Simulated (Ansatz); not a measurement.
Sn, 2 atoms in the cell. The structure is cubic, space group Fd-3m (No. 227). Conventional cell: a = 6.467 Å, b = 6.467 Å, c = 6.467 Å, α = 90.00°, β = 90.00°, γ = 90.00°. Sn (site symmetry -43m) is surrounded by 4 Sn at 2.80 Å. This isn't the form of Sn at room conditions, which is tetragonal (white tin).

| Item | Value |
| --- | --- |
| Program | Ansatz 0.2.0 |
| Task | relaxation of cell and atoms |
| Functional | revPBE |
| Dispersion | D3(BJ) |
| Potentials or basis | all-electron LAPW, scalar-relativistic |
| Basis error allowed | 0.001 eV/atom |
| k mesh | 7 × 7 × 7 |
| Occupations | fermi-dirac, width 0.05 eV |
| Spin | no spin polarisation |

Potentials or basis: all-electron LAPW, scalar-relativistic.

Run with:

```sh
$ ansatz run input.yaml --threads 1 --pin off --max-ram 3072MiB --backend cpu --events-out ev --progress --plain --runs-dir out
```

Hardware: 1 thread of Arm Neoverse V1, on a shared host.

Question: Estimate the wall time of this run.

Answer: Wall time 23 s on 1 thread of Arm Neoverse V1, with other jobs on the host, peak memory 0.3 GiB. Counts: scf iterations 19, plane waves 725, k points 20, bands 27, ion steps 5.
